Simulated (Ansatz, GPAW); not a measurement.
# C2 in line between two Al chains: relaxation, then transmission at several levels

Aim: the conductance of C2 in line between two Al chains after relaxation, and whether geometry, basis or functional moves it most.

Main program and level: GPAW 26.7.0 and Ansatz 0.2.0; Ansatz plane waves; relaxation of the junction with the lead ends held, in the first sound run; inputs show where later runs differ.

## 1. Set-up

The cell holds 16 atoms: 14 Al and 2 C. Cell: a = 9.000 Å, b = 9.000 Å, c = 35.951 Å, α = 90.0°, β = 90.0°, γ = 90.0°. Regions: left lead, 7 atoms (7 Al); channel, 2 atoms (2 C); right lead, 7 atoms (7 Al). Vacuum lies along a and b. The structure is stacked along c, and the current runs across the ab planes.

## 2. Relaxation

Transmission follows bond lengths closely, so the atoms between the held lead ends are relaxed first, from a slightly shaken start that lets symmetry break.

The input, input.yaml:

```yaml
crystal:
  lattice:
    - [9.0, 0.0, 0.0]
    - [0.0, 9.0, 0.0]
    - [0.0, 0.0, 35.9508]
  atoms:
    - { symbol: Al, position: [0.5, 0.5, 0.0333789512] }
    - { symbol: Al, position: [0.5, 0.5, 0.1001368537] }
    - { symbol: Al, position: [0.5, 0.5, 0.1668947562] }
    - { symbol: Al, position: [0.5, 0.5, 0.2336526586] }
    - { symbol: Al, position: [0.5, 0.5, 0.3004105611] }
    - { symbol: Al, position: [0.4980175877, 0.5021026116, 0.3680357773] }
    - { symbol: Al, position: [0.5034364058, 0.506059487, 0.4336049356] }
    - { symbol: C, position: [0.501813924, 0.4987792611, 0.4815652098] }
    - { symbol: C, position: [0.4976538029, 0.5004538745, 0.5164821022] }
    - { symbol: Al, position: [0.4993617633, 0.5037341669, 0.5665496609] }
    - { symbol: Al, position: [0.5019078122, 0.5011504081, 0.6326852734] }
    - { symbol: Al, position: [0.5, 0.5, 0.6995894389] }
    - { symbol: Al, position: [0.5, 0.5, 0.7663473414] }
    - { symbol: Al, position: [0.5, 0.5, 0.8331052438] }
    - { symbol: Al, position: [0.5, 0.5, 0.8998631463] }
    - { symbol: Al, position: [0.5, 0.5, 0.9666210488] }
kpoints:
  mp_grid: { grid: [1, 1, 2] }
hamiltonian:
  xc: pbe
scf:
  occupations: { method: fermi_dirac, width: 0.1 }
relax:
  f_tol: 0.03
  max_steps: 80
  constraints: [{ sites: [0, 1, 2, 3, 4, 11, 12, 13, 14, 15] }]
```

Run with:

```bash
> ansatz run input.yaml --threads 4 --pin off --max-ram 8192MiB --backend cpu --events-out ev --progress --plain --runs-dir out
```

Numbers of over 12 decimals in the logs are rounded to 6 here.

Output:

```text
Engine: ansatz 0.2.0, aarch64-unknown-linux-gnu
Pseudopotentials: kind: paw
Pseudopotential: Al, paw, valence charge 3, recommended cutoff 420 eV (normal), Al.paw.azcp
Pseudopotential: C, paw, valence charge 4, recommended cutoff 420 eV (normal), C.paw.azcp
Functional definition: PBE
  parameter kappa = 0.804
  parameter beta = 0.066725
  exchange = pbe_x(kappa = kappa, mu = beta*pi^2/3)
  correlation = pbe_c(beta = beta)
Crystal: 16 atoms, lattice volume = 2912.015 Å³
Basis set: ecut = 420 eV, 56869 PW (Γ), exchange–correlation on 128×128×486 points (8 copies of the dense FFT grid, shifted against one another)
Bands: 41, of which v1, the nominal top of the filled ones, is band 25 counted from 1 (24 counted from 0)
Symmetry: 1 space group operations
Space group: P1 (ITA 1), of the structure as read, at distance tolerance 1.4e-4 Å
k-points: 2
Non-local potential: Al, projectors of the file, l = 0: 2, l = 1: 2, l = 2: 1
Non-local potential: C, projectors of the file, l = 0: 2, l = 1: 2, l = 2: 1
PAW form: soft (Blöchl's): semilocal exchange-correlation on the pseudo side does not see the compensation charge
PAW one-centre angular grid: Al, 110 points (default); XC on 64 Gauss nodes
PAW one-centre angular grid: C, 110 points (default); XC on 64 Gauss nodes
Initial density: superposition of atomic densities (neutral atoms: chi_scale 0, normalization atom), corrected by the library's trained network
Initial wavefunctions: pseudopotential atomic-orbital guess
Functional: x = pbe(κ = 0.804, μ = 0.219515), c = pbe(β = 0.066725)
SCF iter   1: F=—  HF=-7997.949888 eV  |F-HF|=—  |Δ(HF+E_count)|=         —  Δρ=2.41e-3  dr2=6.90e-1  ethr=1.77e-3  ⟨swp⟩=13.0  Hψ=475  notcnv=0
preconditioner: auto → LDOS  [metal: Δε(μ)=0.116 eV  Ē_g=4.302 eV  σ=0.100 eV  W_gap=0.28  n_scr=110 (ndim 8)  ℏωp=4.7 eV  f_vac=0.622  D(μ)=19.46/eV (n_scr^D=68)  β→1.0]
SCF iter   2: F=—  HF=-7997.897179 eV  |F-HF|=—  |Δ(HF+E_count)|=   5.27e-2  Δρ=7.04e-4  dr2=1.20e-1  ethr=1.38e-3  ⟨swp⟩=3.0  Hψ=130  notcnv=0
SCF iter   3: F=—  HF=-7997.897865 eV  |F-HF|=—  |Δ(HF+E_count)|=   6.86e-4  Δρ=2.44e-4  dr2=9.12e-3  ethr=2.41e-4  ⟨swp⟩=1.0  Hψ=82  notcnv=0
SCF iter   4: F=—  HF=-7997.897988 eV  |F-HF|=—  |Δ(HF+E_count)|=   1.23e-4  Δρ=1.32e-4  dr2=8.57e-4  ethr=1.82e-5  ⟨swp⟩=2.0  Hψ=108  notcnv=0
SCF iter   5: F=—  HF=-7997.897952 eV  |F-HF|=—  |Δ(HF+E_count)|=   3.53e-5  Δρ=3.15e-5  dr2=1.21e-4  ethr=1.71e-6  ⟨swp⟩=2.0  Hψ=125  notcnv=0
SCF iter   6: F=-7997.897954 eV  HF=-7997.897959 eV  |F-HF|=4.92e-6  |Δ(HF+E_count)|=   6.87e-6  Δρ=1.21e-5  dr2=1.14e-5  ethr=4.50e-8  ⟨swp⟩=4.0  Hψ=331  notcnv=0
SCF 1 converged in 6 iterations: F = -7997.897954 eV  dr2 = 1.14e-5
  greatest PAW one-centre occupation: 0.710 electrons in one spin orbital (limit 2), on the C atom at site 7 (counted from 0), in its partial waves of l = 0
relax step   1: F+E_penalty+E_count = -7997.89795421 eV  Δ(F+E_penalty+E_count) = +0.000e0 eV  max|allowed force component| = 3.637e0 eV/Å  Δτ_max = 0.0000 Å  (6 SCF iters, dr2 threshold 2.25e-5 eV, accepted)
Initial density: handed on by an earlier stage of this run
Initial wavefunctions: those handed on with the density
iter 1 solved again at ethr=6.79e-4 eV; its pass at ethr=3.10e-3 eV (dr2=3.39e-1 eV) is discarded
SCF iter   1: F=—  HF=-7998.129874 eV  |F-HF|=—  |Δ(HF+E_count)|=         —  Δρ=1.56e-3  dr2=3.37e-1  ethr=6.79e-4  ⟨swp⟩=1.0  Hψ=297  notcnv=0
preconditioner: auto → LDOS  [metal: Δε(μ)=0.116 eV  Ē_g=4.321 eV  σ=0.100 eV  W_gap=0.28  n_scr=110 (ndim 8)  ℏωp=4.7 eV  f_vac=0.607  D(μ)=19.50/eV (n_scr^D=68)  β→1.0]
SCF iter   2: F=—  HF=-7998.098190 eV  |F-HF|=—  |Δ(HF+E_count)|=   3.17e-2  Δρ=8.20e-4  dr2=4.91e-2  ethr=6.74e-4  ⟨swp⟩=2.5  Hψ=160  notcnv=0
SCF iter   3: F=—  HF=-7998.094021 eV  |F-HF|=—  |Δ(HF+E_count)|=   4.17e-3  Δρ=2.05e-4  dr2=3.77e-3  ethr=9.82e-5  ⟨swp⟩=2.0  Hψ=112  notcnv=0
SCF iter   4: F=—  HF=-7998.093956 eV  |F-HF|=—  |Δ(HF+E_count)|=   6.53e-5  Δρ=7.14e-5  dr2=6.53e-4  ethr=7.55e-6  ⟨swp⟩=2.0  Hψ=89  notcnv=0
SCF iter   5: F=-7998.093918 eV  HF=-7998.093950 eV  |F-HF|=3.12e-5  |Δ(HF+E_count)|=   6.31e-6  Δρ=2.63e-5  dr2=5.75e-5  ethr=2.00e-7  ⟨swp⟩=4.0  Hψ=334  notcnv=0
SCF 2 converged in 5 iterations: F = -7998.093918 eV  dr2 = 5.75e-5
  greatest PAW one-centre occupation: 0.705 electrons in one spin orbital (limit 2), on the C atom at site 7 (counted from 0), in its partial waves of l = 0
relax step   2: F+E_penalty+E_count = -7998.09391834 eV  Δ(F+E_penalty+E_count) = -1.960e-1 eV  max|allowed force component| = 1.917e0 eV/Å  Δτ_max = 0.0633 Å  (5 SCF iters, dr2 threshold 1.00e-4 eV, accepted)
iter 1 solved again at ethr=7.76e-4 eV; its pass at ethr=3.10e-3 eV (dr2=3.88e-1 eV) is discarded
SCF iter   1: F=—  HF=-7998.136404 eV  |F-HF|=—  |Δ(HF+E_count)|=         —  Δρ=2.95e-3  dr2=3.84e-1  ethr=7.76e-4  ⟨swp⟩=1.0  Hψ=424  notcnv=0
preconditioner: auto → LDOS  [metal: Δε(μ)=0.099 eV  Ē_g=4.359 eV  σ=0.100 eV  W_gap=0.24  n_scr=110 (ndim 8)  ℏωp=4.7 eV  f_vac=0.607  D(μ)=19.91/eV (n_scr^D=68)  β→1.0]
SCF iter   2: F=—  HF=-7998.097289 eV  |F-HF|=—  |Δ(HF+E_count)|=   3.91e-2  Δρ=1.99e-3  dr2=1.67e-1  ethr=7.69e-4  ⟨swp⟩=2.5  Hψ=165  notcnv=0
SCF iter   3: F=—  HF=-7998.057534 eV  |F-HF|=—  |Δ(HF+E_count)|=   3.98e-2  Δρ=2.40e-4  dr2=4.38e-3  ethr=3.34e-4  ⟨swp⟩=2.0  Hψ=126  notcnv=0
SCF iter   4: F=—  HF=-7998.058124 eV  |F-HF|=—  |Δ(HF+E_count)|=   5.90e-4  Δρ=1.06e-4  dr2=8.88e-4  ethr=8.75e-6  ⟨swp⟩=2.0  Hψ=111  notcnv=0
SCF iter   5: F=—  HF=-7998.058192 eV  |F-HF|=—  |Δ(HF+E_count)|=   6.80e-5  Δρ=4.75e-5  dr2=1.23e-4  ethr=1.78e-6  ⟨swp⟩=2.0  Hψ=130  notcnv=0
SCF iter   6: F=-7998.058188 eV  HF=-7998.058193 eV  |F-HF|=4.92e-6  |Δ(HF+E_count)|=   1.12e-6  Δρ=1.36e-5  dr2=1.35e-5  ethr=2.00e-7  ⟨swp⟩=3.0  Hψ=315  notcnv=0
SCF 3 converged in 6 iterations: F = -7998.058188 eV  dr2 = 1.35e-5
  greatest PAW one-centre occupation: 0.714 electrons in one spin orbital (limit 2), on the C atom at site 8 (counted from 0), in its partial waves of l = 0
relax step   3: F+E_penalty+E_count = -7998.05818775 eV  Δ(F+E_penalty+E_count) = +3.573e-2 eV  max|allowed force component| = 4.800e0 eV/Å  Δτ_max = 0.1725 Å  (6 SCF iters, dr2 threshold 1.00e-4 eV, rejected (line search))
[... from here on, the SCF cycles and remarks between the steps are left out ...]
relax step   4: F+E_penalty+E_count = -7998.16713903 eV  Δ(F+E_penalty+E_count) = -7.322e-2 eV  max|allowed force component| = 2.156e-1 eV/Å  Δτ_max = 0.0841 Å  (8 SCF iters, accepted)
relax step   5: F+E_penalty+E_count = -7998.19206305 eV  Δ(F+E_penalty+E_count) = -2.492e-2 eV  max|allowed force component| = 3.659e-1 eV/Å  Δτ_max = 0.0980 Å  (6 SCF iters, dr2 threshold 2.90e-6 eV, accepted)
relax step   6: F+E_penalty+E_count = -7998.24914702 eV  Δ(F+E_penalty+E_count) = -5.708e-2 eV  max|allowed force component| = 6.291e-1 eV/Å  Δτ_max = 0.1486 Å  (6 SCF iters, dr2 threshold 8.37e-6 eV, accepted)
relax step   7: F+E_penalty+E_count = -7998.35731748 eV  Δ(F+E_penalty+E_count) = -1.082e-1 eV  max|allowed force component| = 7.682e-1 eV/Å  Δτ_max = 0.1950 Å  (5 SCF iters, dr2 threshold 1.00e-4 eV, accepted)
relax step   8: F+E_penalty+E_count = -7998.49827587 eV  Δ(F+E_penalty+E_count) = -1.410e-1 eV  max|allowed force component| = 3.010e-1 eV/Å  Δτ_max = 0.1929 Å  (6 SCF iters, dr2 threshold 1.00e-4 eV, accepted)
relax step   9: F+E_penalty+E_count = -7998.63562671 eV  Δ(F+E_penalty+E_count) = -1.374e-1 eV  max|allowed force component| = 2.357e-1 eV/Å  Δτ_max = 0.1955 Å  (6 SCF iters, dr2 threshold 1.39e-5 eV, accepted)
relax step  10: F+E_penalty+E_count = -7998.70516474 eV  Δ(F+E_penalty+E_count) = -6.954e-2 eV  max|allowed force component| = 1.641e-1 eV/Å  Δτ_max = 0.1934 Å  (6 SCF iters, dr2 threshold 8.53e-6 eV, accepted)
relax step  11: F+E_penalty+E_count = -7998.73640338 eV  Δ(F+E_penalty+E_count) = -3.124e-2 eV  max|allowed force component| = 1.723e-1 eV/Å  Δτ_max = 0.2000 Å  (6 SCF iters, dr2 threshold 1.31e-5 eV, accepted)
relax step  12: F+E_penalty+E_count = -7998.74276113 eV  Δ(F+E_penalty+E_count) = -6.358e-3 eV  max|allowed force component| = 6.839e-2 eV/Å  Δτ_max = 0.1462 Å  (6 SCF iters, dr2 threshold 1.44e-5 eV, accepted)
relax step  13: F+E_penalty+E_count = -7998.74179143 eV  Δ(F+E_penalty+E_count) = +9.697e-4 eV  max|allowed force component| = 1.004e-1 eV/Å  Δτ_max = 0.0837 Å  (9 SCF iters, rejected (line search))
relax step  14: F+E_penalty+E_count = -7998.74439092 eV  Δ(F+E_penalty+E_count) = -1.630e-3 eV  max|allowed force component| = 7.229e-3 eV/Å  Δτ_max = 0.0418 Å  (8 SCF iters, accepted)
SCF iter   1: F=—  HF=-7998.753893 eV  |F-HF|=—  |Δ(HF+E_count)|=         —  Δρ=1.14e-3  dr2=3.23e-2  ethr=2.54e-3  ⟨swp⟩=2.5  Hψ=204  notcnv=0
preconditioner: auto → LDOS  [metal: Δε(μ)=0.011 eV  Ē_g=4.153 eV  σ=0.100 eV  W_gap=0.03  n_scr=110 (ndim 8)  ℏωp=4.7 eV  f_vac=0.601  D(μ)=19.07/eV (n_scr^D=68)  β→1.0]
SCF iter   2: F=—  HF=-7998.749701 eV  |F-HF|=—  |Δ(HF+E_count)|=   4.19e-3  Δρ=5.85e-4  dr2=1.52e-2  ethr=6.45e-5  ⟨swp⟩=2.0  Hψ=137  notcnv=0
SCF iter   3: F=—  HF=-7998.745005 eV  |F-HF|=—  |Δ(HF+E_count)|=   4.70e-3  Δρ=8.54e-5  dr2=3.21e-4  ethr=3.05e-5  ⟨swp⟩=2.0  Hψ=115  notcnv=0
SCF iter   4: F=—  HF=-7998.745029 eV  |F-HF|=—  |Δ(HF+E_count)|=   2.47e-5  Δρ=4.00e-5  dr2=7.73e-5  ethr=6.43e-7  ⟨swp⟩=2.0  Hψ=127  notcnv=0
SCF iter   5: F=—  HF=-7998.744899 eV  |F-HF|=—  |Δ(HF+E_count)|=   1.30e-4  Δρ=1.08e-5  dr2=5.66e-6  ethr=1.55e-7  ⟨swp⟩=2.0  Hψ=110  notcnv=0
SCF iter   6: F=—  HF=-7998.744901 eV  |F-HF|=—  |Δ(HF+E_count)|=   2.40e-6  Δρ=3.77e-6  dr2=9.43e-7  ethr=1.13e-8  ⟨swp⟩=2.0  Hψ=135  notcnv=0
SCF iter   7: F=—  HF=-7998.744902 eV  |F-HF|=—  |Δ(HF+E_count)|=   6.57e-7  Δρ=1.27e-6  dr2=1.42e-7  ethr=1.89e-9  ⟨swp⟩=2.5  Hψ=140  notcnv=0
SCF iter   8: F=-7998.744902 eV  HF=-7998.744902 eV  |F-HF|=8.51e-9  |Δ(HF+E_count)|=   3.07e-8  Δρ=4.63e-7  dr2=2.16e-8  ethr=2.00e-10  ⟨swp⟩=5.0  Hψ=271  notcnv=0
SCF 15 converged in 8 iterations: F = -7998.744902 eV  dr2 = 2.16e-8
relax step  15: F+E_penalty+E_count = -7998.74490207 eV  Δ(F+E_penalty+E_count) = -5.111e-4 eV  max|allowed force component| = 1.483e-2 eV/Å  Δτ_max = 0.0457 Å  (8 SCF iters, accepted)
SCF converged after 8 iterations
Free energy (F): -7998.744902 eV
Harris-Foulkes:  -7998.744902 eV  (|F-HF|=8.51e-9)
Internal energy: -7998.116204 eV  (E = F + TS)
E sigma→0 (E₀):  -7998.430553 eV
Entropy (-TS):   -0.628698 eV (-39.294 meV/atom)
Fermi energy:    -3.030478 eV
--- Per-component energies (eV) ---
  E_band       = -334.425482
  E_kinetic    = 436.776492
  E_local      = -2276.300645  (includes V_loc(G=0)·N_el)
  E_nonlocal   = 214.830305
  E_hartree    = 909.034442
  E_xc         = -607.542928
  E_vxc        = -462.692847  (∫ρ·V_xc dr)
  E_paw        = -6741.640419  (= ΣΔE_a)
  E_vpaw       = -65.107298  (= ΣTr[D̂ρ^β])
  E_aug_tail   = -0.000015  (compensation charges beyond the density's cutoff)
  E_ewald      = 66.726565
  E_smearing   = -0.628698  (= −TS)
  E_closure    = -0.000000  (closes the sum)
  Σ components = -7998.744902   (vs F -7998.744902, Δ=0.00e0)
--- Forces (eV/Å), atoms counted from 1 ---
  atom   1  Al    -0.01152460     0.00177508    -0.02551416
  atom   2  Al    -0.00838106    -0.01384172    -0.02850537
  atom   3  Al     0.05742741     0.05556754    -0.02268464
  atom   4  Al    -0.11229608    -0.10572719    -0.35079618
  atom   5  Al     0.07457497     0.06544500     1.09413992
  atom   6  Al     0.00363303    -0.00162296    -0.00556998
  atom   7  Al     0.00081907     0.00068223    -0.00219706
  atom   8  C      0.00089332    -0.00146293     0.01482827
  atom   9  C      0.00039735    -0.00643151    -0.00150008
  atom  10  Al    -0.00355027     0.00196351    -0.00546864
  atom  11  Al    -0.00436096     0.00539223     0.01038470
  atom  12  Al    -0.06017504     0.07252994    -1.10658224
  atom  13  Al     0.09142836    -0.12404442     0.35292830
  atom  14  Al    -0.04612854     0.06532142     0.02229105
  atom  15  Al     0.00554093    -0.01532708     0.02859624
  atom  16  Al     0.01171153    -0.00026888     0.02569908
  max |Σ_I F_I| component: 4.97e-5 eV/Å
--- Relaxed structure (15 steps of the walk, 13 accepted, 0 SCFs on fresh bases) ---
  F+E_penalty+E_count = -7998.74490207 eV   max|allowed force component| = 1.483e-2 eV/Å
  atoms:
    - { symbol: Al, position: [0.5, 0.5, 0.033379] }
    - { symbol: Al, position: [0.5, 0.5, 0.100137] }
    - { symbol: Al, position: [0.5, 0.5, 0.166895] }
    - { symbol: Al, position: [0.5, 0.5, 0.2336526586] }
    - { symbol: Al, position: [0.5, 0.5, 0.3004105611] }
    - { symbol: Al, position: [0.409982, 0.412830, 0.365596] }
    - { symbol: Al, position: [0.518118, 0.510249, 0.429089] }
    - { symbol: C, position: [0.495961, 0.486841, 0.482555] }
    - { symbol: C, position: [0.501154, 0.486310, 0.517306] }
    - { symbol: Al, position: [0.483767, 0.512413, 0.570830] }
    - { symbol: Al, position: [0.573092, 0.397400, 0.634386] }
    - { symbol: Al, position: [0.5, 0.5, 0.699589] }
    - { symbol: Al, position: [0.5, 0.5, 0.766347] }
    - { symbol: Al, position: [0.5, 0.5, 0.833105] }
    - { symbol: Al, position: [0.5, 0.5, 0.899863] }
    - { symbol: Al, position: [0.5, 0.5, 0.966621] }
```

It took 70 s on 4 threads of Arm Neoverse V1, shared host; peak memory 2.2 GiB.

Step by step:

| step | energy less that of the first step (eV) | largest force component (eV/Å) |
| --- | --- | --- |
| 1 | 0.0000 | 3.6370 |
| 2 | -0.1960 | 1.9175 |
| 3 | -0.1602 | 4.8000 |
| 4 | -0.2692 | 0.2156 |
| 5 | -0.2941 | 0.3659 |
| 6 | -0.3512 | 0.6291 |
| 7 | -0.4594 | 0.7682 |
| 8 | -0.6003 | 0.3010 |
| 9 | -0.7377 | 0.2357 |
| 10 | -0.8072 | 0.1641 |
| 11 | -0.8384 | 0.1723 |
| 12 | -0.8448 | 0.0684 |
| 13 | -0.8438 | 0.1004 |
| 14 | -0.8464 | 0.0072 |
| 15 | -0.8469 | 0.0148 |

Relaxation steps 3, 13 were tried and not accepted.

The atoms that moved most (Å):

| atom | dx | dy | dz | length |
| --- | --- | --- | --- | --- |
| Al11 | 0.641 | -0.934 | 0.061 | 1.134 |
| Al6 | -0.792 | -0.803 | -0.088 | 1.132 |
| Al10 | -0.140 | 0.078 | 0.154 | 0.222 |
| Al7 | 0.132 | 0.038 | -0.162 | 0.213 |
| C9 | 0.032 | -0.127 | 0.030 | 0.134 |
| C8 | -0.053 | -0.107 | 0.036 | 0.125 |

This step gave:

* free energy: -7998.7449 eV
* smearing term TS: 0.6287 eV
* symmetry operations: 1

The relaxation lowered the energy of the cell by 0.847 eV.

(Part 1 of 3 ends here.)

[Logs are printed without paths, hosts, clocks, repeated set-up lines and the standing remarks that a program may print on its own settings, such as how far it seeks lower states.]

[Hosts, paths, dates, database ids (printed as entryN), source tags and the programs' standing remarks are cut or masked in the printed files.]
